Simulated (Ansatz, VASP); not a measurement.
# GaN in two plane-wave programs, part 2 of 3

Wanted: the spread between two codes on one cell, functional and k mesh.

VASP 6.6.1 and Ansatz 0.2.0.

So far: Set-up; VASP: band structure, HSE06.

The database entry behind the starting cell differs from later determinations by our own check (thin film, about 0.3 % long), so it need not match the best structure at ambient conditions.

## 3. Ansatz: band structure, HSE06

Level of this step: Ansatz beside VASP: Kohn-Sham DFT, plane waves, HSE06 (Ansatz).

Ansatz runs on its default PAW (the set named soft_2) files.

The same cell, functional, mesh and smearing now go to Ansatz, which takes its cutoff from its data sets.

Contents of input.yaml:

```yaml
crystal:
  lattice:
    - [3.1972, 0.0, 0.0]
    - [-1.5986, 2.768856421, 0.0]
    - [0.0, 0.0, 5.207]
  atoms:
    - { symbol: Ga, position: [0.6666666667, 0.3333333333, 0.5912] }
    - { symbol: Ga, position: [0.3333333333, 0.6666666667, 0.0912] }
    - { symbol: "N", position: [0.6666666667, 0.3333333333, 0.9688] }
    - { symbol: "N", position: [0.3333333333, 0.6666666667, 0.4688] }
hamiltonian:
  xc: { exchange: pbe, correlation: pbe, exx: { coeff: 0.25, omega: 0.2 } }
  pseudopotentials: { kind: paw }
kpoints:
  mp_grid: { grid: [5, 5, 3] }
  band_path:
    path:
      - [0.0, 0.0, 0.0]
      - [0.4, 0.0, 0.0]
      - [0.4, 0.2, 0.0]
      - [0.2, 0.2, 0.0]
      - [0.0, 0.0, 0.1]
      - [0.0, 0.0, 0.5]
      - [0.4, 0.0, 0.5]
      - [0.4, 0.2, 0.5]
      - [0.2, 0.2, 0.5]
      - [0.5, 0.0, 0.4]
      - [0.33333, 0.33333, 0.0]
      - [0.33333, 0.33333, 0.5]
    npoints: 1
scf:
  occupations: { method: gaussian, width: 0.02 }
  n_extra_bands: 8
output:
  forces: true
  stress: true
  eigenvalues: true
```

Run with:

```sh
$ ansatz run input.yaml --threads 4 --pin off --max-ram 9216MiB --backend cpu --events-out ev --progress --plain --runs-dir out
```

Numbers of over 12 decimals in the logs are rounded to 6 here.

Output:

```text
Warning: output.stress: scf.convergence.dr2_threshold = 1e-7 eV (the SCF's general default) is looser than the 4e-10 eV advised for a printed stress (1e-10 eV for each atom of the cell: 4). What an SCF threshold leaves in a stress goes as its square root, and in the free energy as the threshold itself, and one threshold admits the most on a small cell: [figures from the program's tests cut] Set scf.convergence.dr2_threshold to 4e-10 eV or tighter. The threshold is an SCF's pass mark: one that does not reach it within its budget of iterations ends unconverged, or closes short of it on a stop that the run arms, and scf.convergence.dr2_threshold's page says what that costs each kind of run
Warning: output.stress: scf.exx.energy_threshold = 1e-6 eV is looser than the 4e-8 eV advised for a stress under a hybrid functional (1e-8 eV for each atom of the cell: 4). Every SCF of the exchange loop can meet its threshold on dr2 while the loop round them stops early: no threshold on dr2 bounds what that leaves in the stress. Set scf.exx.energy_threshold to 4e-8 eV or tighter. The threshold is the loop's pass mark: a loop that does not reach it within its budget of cycles ends unconverged, and scf.exx.energy_threshold's page has the law
scf.n_extra_bands = 8 over 18 filled bands (N_el = 36.0): the run solves 26 bands
Engine: ansatz 0.2.0, aarch64-unknown-linux-gnu
Pseudopotentials: kind: paw
Pseudopotential: Ga, paw, valence charge 13, recommended cutoff 420 eV (normal), Ga.paw.azcp
Pseudopotential: N, paw, valence charge 5, recommended cutoff 420 eV (normal), N.paw.azcp
Functional definition: unnamed
  parameter a_1 = 0.25
  parameter omega_1 = 0.2/angstrom
  exchange = pbe_x + (-a_1)*pbe_x_sr(omega_1) + a_1*exact_x_sr(omega_1)
  correlation = pbe_c
Crystal: 4 atoms, lattice volume = 46.095 Å³
Basis set: ecut = 420 eV, 917 PW (Γ), exchange–correlation on 48×48×72 points (8 copies of the dense FFT grid, shifted against one another)
Bands: 26, of which v1, the nominal top of the filled ones, is band 18 counted from 1 (17 counted from 0)
Symmetry: 12 space group operations
Space group: P63mc (ITA 186), of the structure as read, at distance tolerance 3.6e-5 Å
k-points: 10 of 75 (time reversal used)
Non-local potential: Ga, projectors of the file, l = 0: 2, l = 1: 2, l = 2: 3, l = 3: 1
Non-local potential: N, projectors of the file, l = 0: 2, l = 1: 2, l = 2: 1
PAW form: soft (Blöchl's): semilocal exchange-correlation on the pseudo side does not see the compensation charge
PAW frozen core: Ga, regenerated for the run's functional, and the local potential with it (the file was generated under x = pbe(κ = 0.804, μ = 0.219515), c = pbe(β = 0.066725))
PAW frozen core: N, regenerated for the run's functional, and the local potential with it (the file was generated under x = pbe(κ = 0.804, μ = 0.219515), c = pbe(β = 0.066725))
PAW one-centre angular grid: Ga, 590 points (default); XC on 64 Gauss nodes
PAW one-centre angular grid: N, 110 points (default); XC on 64 Gauss nodes
Initial density: superposition of atomic densities (neutral atoms: chi_scale 0, normalization atom), corrected by the library's trained network
Initial wavefunctions: pseudopotential atomic-orbital guess
Functional: x = pbe(κ = 0.804, μ = 0.219515), c = pbe(β = 0.066725), warm-up for x = pbe(κ = 0.804, μ = 0.219515) + 0.25 (exact − pbe) at short range (hse, ω = 0.2 Å⁻¹), c = pbe(β = 0.066725)
SCF iter   1: F=—  HF=-8335.815798 eV  |F-HF|=—  |Δ(HF+E_count)|=         —  Δρ=8.54e-4  dr2=1.32e-4  ethr=1.77e-3  ⟨swp⟩=2.0  Hψ=1648  notcnv=0
preconditioner: auto → none  [insulator: Δε(μ)=1.844 eV  Ē_g=18.730 eV  σ=0.020 eV  W_gap=1.00  n_scr=22 (ndim 8)  ℏωp=32.8 eV  f_vac=0.010  D(μ)=0.00/eV (n_scr^D=0)]
SCF iter   2: F=-8335.816137 eV  HF=-8335.816035 eV  |F-HF|=1.02e-4  |Δ(HF+E_count)|=   2.37e-4  Δρ=3.93e-4  dr2=2.78e-5  ethr=3.65e-7  ⟨swp⟩=4.5  Hψ=767  notcnv=0
SCF 1 stopped early in 2 iterations: F = -8335.816137 eV  dr2 = 2.78e-5
  greatest PAW one-centre occupation: 0.995 electrons in one spin orbital (limit 2), on the Ga atom at site 0 (counted from 0), in its partial waves of l = 2
Initial density: handed on by an earlier stage of this run
Initial wavefunctions: those handed on with the density
Functional: x = pbe(κ = 0.804, μ = 0.219515) + 0.25 (exact − pbe) at short range (hse, ω = 0.2 Å⁻¹), c = pbe(β = 0.066725)
Exchange kernel: α = 0.2500, screened, ω = 0.2000 Å⁻¹, Wigner–Seitz truncation, v(0) = 1108.5292 eV·Å³, q-mesh 5×5×3, nearest image of the exchange supercell L = 15.62 Å, pair-density grid 18×18×30, without the augmentation charges, whose exchange is taken in its separable form by FFT convolution over the k-point mesh (sized by the pseudopotential files, 20×20×36 at the most), smooth part of the exact exchange by density-matrix convolution
Frozen-core exchange: fock
SCF iter   1: F=—  HF=-8336.821912 eV  |F-HF|=—  |Δ(HF+E_count)|=         —  Δρ=1.75e-2  dr2=5.56e-2  ethr=7.72e-7  ⟨swp⟩=6.0  Hψ=1314  notcnv=0
preconditioner: auto → none  [insulator: Δε(μ)=3.081 eV  Ē_g=21.964 eV  σ=0.020 eV  W_gap=1.00  n_scr=22 (ndim 8)  ℏωp=32.8 eV  f_vac=0.010  D(μ)=0.00/eV (n_scr^D=0)]
SCF iter   2: F=—  HF=-8336.795059 eV  |F-HF|=—  |Δ(HF+E_count)|=   2.69e-2  Δρ=4.33e-3  dr2=6.06e-3  ethr=7.72e-7  ⟨swp⟩=4.0  Hψ=959  notcnv=0
SCF iter   3: F=—  HF=-8336.810667 eV  |F-HF|=—  |Δ(HF+E_count)|=   1.56e-2  Δρ=4.35e-3  dr2=3.22e-3  ethr=7.72e-7  ⟨swp⟩=4.0  Hψ=965  notcnv=0
SCF iter   4: F=—  HF=-8336.810188 eV  |F-HF|=—  |Δ(HF+E_count)|=   4.79e-4  Δρ=1.48e-3  dr2=3.54e-4  ethr=7.72e-7  ⟨swp⟩=3.2  Hψ=630  notcnv=0
SCF iter   5: F=—  HF=-8336.810476 eV  |F-HF|=—  |Δ(HF+E_count)|=   2.88e-4  Δρ=4.86e-4  dr2=7.21e-5  ethr=7.72e-7  ⟨swp⟩=3.8  Hψ=531  notcnv=0  defer=1
SCF iter   6: F=—  HF=-8336.810455 eV  |F-HF|=—  |Δ(HF+E_count)|=   2.05e-5  Δρ=1.64e-4  dr2=1.64e-5  ethr=1.94e-7  ⟨swp⟩=3.0  Hψ=629  notcnv=0
iter 7 solved again at ethr=5.52e-10 eV; its pass at ethr=3.90e-8 eV (dr2=1.99e-7 eV) is discarded
SCF iter   7: F=-8336.810451 eV  HF=-8336.810451 eV  |F-HF|=2.53e-7  |Δ(HF+E_count)|=   4.51e-6  Δρ=2.38e-5  dr2=2.53e-6  ethr=5.52e-10  ⟨swp⟩=3.8  Hψ=1122  notcnv=0
SCF 2 stopped early in 7 iterations: F = -8336.810451 eV  dr2 = 2.53e-6
  Residual-converged pass: ⟨swp⟩=3.0  Hψ=588  notcnv=0  max |occ|·‖R‖ = 6.4e-6 eV (tolerance 6.7e-6 eV)  dr2=2.53e-6  dr2_onsite=1.10e-7  max |Δocc| = 0.0e0
  greatest PAW one-centre occupation: 0.996 electrons in one spin orbital (limit 2), on the Ga atom at site 1 (counted from 0), in its partial waves of l = 2
hybrid outer 1: dexx = +1.782e-2 eV, tail = 5.53e-5 eV
Exchange kernel: α = 0.2500, screened, ω = 0.2000 Å⁻¹, Wigner–Seitz truncation, v(0) = 1108.5292 eV·Å³, q-mesh 5×5×3, nearest image of the exchange supercell L = 15.62 Å, pair-density grid 18×18×30, without the augmentation charges, whose exchange is taken in its separable form by FFT convolution over the k-point mesh (sized by the pseudopotential files, 20×20×36 at the most), smooth part of the exact exchange by density-matrix convolution
Frozen-core exchange: fock
SCF iter   1: F=—  HF=-8336.809906 eV  |F-HF|=—  |Δ(HF+E_count)|=         —  Δρ=5.35e-5  dr2=8.15e-7  ethr=7.68e-7  ⟨swp⟩=4.1  Hψ=609  notcnv=0
preconditioner: auto → none  [insulator: Δε(μ)=3.130 eV  Ē_g=21.796 eV  σ=0.020 eV  W_gap=1.00  n_scr=22 (ndim 8)  ℏωp=32.8 eV  f_vac=0.012  D(μ)=0.00/eV (n_scr^D=0)]
SCF iter   2: F=—  HF=-8336.809908 eV  |F-HF|=—  |Δ(HF+E_count)|=   1.74e-6  Δρ=1.38e-5  dr2=3.85e-8  ethr=1.87e-9  ⟨swp⟩=4.0  Hψ=793  notcnv=0
SCF iter   3: F=—  HF=-8336.809908 eV  |F-HF|=—  |Δ(HF+E_count)|=   2.69e-8  Δρ=6.20e-6  dr2=7.52e-9  ethr=1.01e-10  ⟨swp⟩=3.8  Hψ=712  notcnv=0
SCF iter   4: F=—  HF=-8336.809908 eV  |F-HF|=—  |Δ(HF+E_count)|=   6.41e-9  Δρ=3.46e-6  dr2=1.83e-9  ethr=1.94e-11  ⟨swp⟩=2.5  Hψ=478  notcnv=0
SCF iter   5: F=-8336.809908 eV  HF=-8336.809908 eV  |F-HF|=1.53e-10  |Δ(HF+E_count)|=   1.81e-9  Δρ=9.53e-7  dr2=3.45e-10  ethr=3.64e-12  ⟨swp⟩=3.0  Hψ=482  notcnv=0
SCF 3 converged in 5 iterations: F = -8336.809908 eV  dr2 = 3.45e-10
  Residual-converged pass: ⟨swp⟩=3.0  Hψ=580  notcnv=0  max |occ|·‖R‖ = 4.3e-7 eV (tolerance 6.3e-7 eV)  dr2=3.62e-10  dr2_onsite=2.62e-10  max |Δocc| = 0.0e0
hybrid outer 2: dexx = +6.594e-7 eV, tail = 2.53e-8 eV, Δε = 2.93e-3 eV (about 7.41e-5 eV left of the loop's levels), ΔF = 3.15e-4 eV/Å (tail 1.13e-4)
NSCF: frozen V_eff on 12 k-points
hybrid SCF converged: 2 outer / 12 inner (+2 warm-up), last move |dexx| = 6.59e-7 eV, tail = 2.53e-8 eV
Stability not checked: this state was not tested for a lower state beside it, because the functional holds exact exchange (a hybrid, or Hartree-Fock), whose exchange loop this test does not read (fock_operator; see scf.lower_state_search)
Free energy (F): -8336.809908 eV
Frozen-core exchange: fock
Harris-Foulkes:  -8336.809908 eV  (|F-HF|=1.53e-10)
Internal energy: -8336.809908 eV  (E = F + TS)
E sigma→0 (E₀):  -8336.809908 eV
Fermi energy:    10.285809 eV
--- Per-component energies (eV) ---
  E_band       = -97.086236
  E_kinetic    = 492.809989
  E_local      = -3925.297885  (includes V_loc(G=0)·N_el)
  E_nonlocal   = 949.686133
  E_hartree    = 1812.525398
  E_xc         = -206.574035
  E_vxc        = -213.718457  (∫ρ·V_xc dr)
  E_exx        = -124.500200  (= α·E_x^exact, valence–valence)
  E_paw        = -4171.611120  (= ΣΔE_a)
  E_vpaw       = -776.617754  (= ΣTr[D̂ρ^β])
  E_aug_tail   = 0.000099  (compensation charges beyond the density's cutoff)
  E_ewald      = -3164.030533
  E_core_change = 0.182250  (= ΣΔE_core)
  E_smearing   = -0.000000  (= −TS)
  E_closure    = -0.000005  (closes the sum)
  Σ components = -8336.809908   (vs F -8336.809908, Δ=1.82e-12)
--- Forces (eV/Å), atoms counted from 1 ---
  atom   1  Ga     0.00000000     0.00000000     0.03522054
  atom   2  Ga    -0.00000000    -0.00000000     0.03522054
  atom   3  N      0.00000000     0.00000000    -0.03521550
  atom   4  N     -0.00000000    -0.00000000    -0.03521550
  max |Σ_I F_I| component: 1.01e-5 eV/Å
--- Stress (GPa, compression-positive) ---
       -2.345130       0.000000       0.000000
        0.000000      -2.345130      -0.000000
        0.000000      -0.000000      -3.250697
  P = ⅓ Tr σ = -2.6470 GPa (-26.470 kbar)
--- Band table (eV; the first three rows and the last of 10) ---
  k-point 0: bands = [... 14 lower, 7.6189, 8.7083, 8.7208, 8.7208, 11.8508, 14.3602, 19.6478, 20.1620, ... 4 higher]
  k-point 1: bands = [... 14 lower, 7.8834, 7.8834, 8.4340, 8.4340, 13.5969, 14.5146, 18.9515, 19.3026, ... 4 higher]
  k-point 2: bands = [... 14 lower, 6.4313, 6.8934, 8.2666, 8.3567, 13.8022, 15.9821, 18.0613, 18.9815, ... 4 higher]
  k-point 9: bands = [... 14 lower, 4.4583, 5.6240, 6.3923, 7.1166, 15.3906, 16.6358, 17.8441, 18.0780, ... 4 higher]
```

Wall time 32 s (4 threads of Arm Neoverse V1, shared host); peak memory 0.84 GiB; 1.9 min of CPU time.

Reading the cycles: dr2 is the Hartree energy of the density residual (eV), the measure of convergence; HF is the Harris–Foulkes estimate of the energy, which meets the free energy F at convergence.

## 4. Differences

Known differences besides the potentials themselves: exact exchange at q = 0 is treated differently, which shows on coarse meshes; VASP keeps PBE cores, Ansatz makes them for the functional; the cutoff is 420 eV in Ansatz and 520 eV in VASP; VASP takes a coarser grid for exact exchange (PRECFOCK = Fast). Total energies have different zeros and are not compared.

Both answers:

| quantity | Ansatz | VASP | difference |
| --- | --- | --- | --- |
| gap over the path points (eV) | 3.130 | 3.145 | -0.015 |

Forces (eV/Å; atoms numbered as in POSCAR):

| atom | Ansatz x, y, z | VASP x, y, z |
| --- | --- | --- |
| Ga1 | 0.000, 0.000, 0.035 | 0.000, 0.000, 0.035 |
| Ga2 | 0.000, 0.000, 0.035 | 0.000, 0.000, 0.035 |
| N3 | 0.000, 0.000, -0.035 | 0.000, 0.000, -0.035 |
| N4 | 0.000, 0.000, -0.035 | 0.000, 0.000, -0.035 |

Levels at points of the path, from each program's valence-band top (eV; 4 filled, then empty):

| k (reciprocal lattice) | Ansatz | VASP |
| --- | --- | --- |
| 0.000 0.000 0.000 | -1.10 -0.01 0.00 0.00 3.13 5.64 10.93 | -1.10 -0.01 0.00 0.00 3.15 5.64 10.94 |
| 0.400 0.000 0.000 | -4.66 -2.77 -1.82 -0.97 6.36 7.03 7.64 | -4.66 -2.77 -1.82 -0.97 6.36 7.04 7.64 |
| 0.400 0.200 0.000 | -4.66 -3.75 -2.56 -2.29 6.72 8.52 8.56 | -4.66 -3.75 -2.56 -2.30 6.72 8.52 8.57 |
| 0.200 0.200 0.000 | -4.63 -3.17 -1.55 -1.32 7.10 7.90 9.06 | -4.63 -3.17 -1.55 -1.32 7.11 7.90 9.06 |
| 0.000 0.000 0.100 | -1.08 -0.34 -0.03 -0.03 3.40 5.66 10.84 | -1.08 -0.33 -0.03 -0.03 3.42 5.67 10.85 |
| 0.000 0.000 0.500 | -0.57 -0.57 -0.57 -0.57 5.62 5.62 10.04 | -0.57 -0.57 -0.57 -0.57 5.63 5.63 10.04 |
| 0.400 0.000 0.500 | -2.08 -2.08 -1.94 -1.94 5.87 5.87 9.36 | -2.08 -2.08 -1.95 -1.95 5.87 5.87 9.36 |
| 0.400 0.200 0.500 | -3.72 -3.72 -1.62 -1.62 6.98 6.98 9.55 | -3.73 -3.73 -1.62 -1.62 6.99 6.99 9.56 |
| 0.200 0.200 0.500 | -2.73 -2.73 -1.91 -1.91 7.07 7.07 9.50 | -2.73 -2.73 -1.91 -1.91 7.07 7.07 9.50 |
| 0.500 0.000 0.400 | -2.52 -2.34 -1.78 -1.69 5.40 6.07 9.07 | -2.52 -2.35 -1.78 -1.69 5.40 6.07 9.07 |

The forces differ by 0.1 meV/Å r.m.s., which is 0.6 % of the r.m.s. force of 0.02 eV/Å (both taken over all components). Among the levels compared at these points, filled levels agree within 5 meV and empty ones within 15 meV.

## 5. Ansatz: band structure, B3LYP with an exact-exchange share of 0.2

The same path points are solved in both programs, so levels can be compared one by one.

Edit input.yaml of step 3 so:

```diff
@@ -11,3 +11,3 @@
 hamiltonian:
-  xc: { exchange: pbe, correlation: pbe, exx: { coeff: 0.25, omega: 0.2 } }
+  xc: b3lyp
   pseudopotentials: { kind: paw }
@@ -37 +37,5 @@
   eigenvalues: true
+  write_density: true
+  write_potential: true
+  elf: true
+  volumetric_format: npy
```

Output:

```text
[...]
Crystal: 4 atoms, lattice volume = 46.095 Å³
Basis set: ecut = 420 eV, 917 PW (Γ), exchange–correlation on 48×48×72 points (8 copies of the dense FFT grid, shifted against one another)
Bands: 26, of which v1, the nominal top of the filled ones, is band 18 counted from 1 (17 counted from 0)
Symmetry: 12 space group operations
[...]
k-points: 10 of 75 (time reversal used)
[...]
--- Band table (eV; the first three rows and the last of 10) ---
  k-point 0: bands = [... 14 lower, 7.6848, 8.7534, 8.7659, 8.7659, 12.2928, 14.7251, 20.0520, 20.4951, ... 4 higher]
  k-point 1: bands = [... 14 lower, 7.9433, 7.9433, 8.4826, 8.4826, 14.0130, 14.8869, 19.3640, 19.6805, ... 4 higher]
  k-point 2: bands = [... 14 lower, 6.5081, 6.9768, 8.3192, 8.4055, 14.2223, 16.3164, 18.4716, 19.4464, ... 4 higher]
  k-point 9: bands = [... 14 lower, 4.6057, 5.7469, 6.4805, 7.1891, 15.8953, 17.0957, 18.2569, 18.4368, ... 4 higher]
[key lines of the parts left out:]
Free energy (F): -8356.424979 eV
Fermi energy:    10.529379 eV
P = ⅓ Tr σ = 2.5535 GPa (25.535 kbar)
```

Wall time 32 s (4 threads); peak memory 0.85 GiB; 1.8 min of CPU time.

(Continued in part 3 of 3.)

[Lines on the potential files, build, host, timing and source positions are cut from VASP's logs without a mark.]

[Logs are printed without paths, hosts, clocks, repeated set-up lines and the standing remarks that a program may print on its own settings, such as how far it seeks lower states.]

[Hosts, paths, dates, database ids (printed as entryN), source tags and the programs' standing remarks are cut or masked in the printed files.]
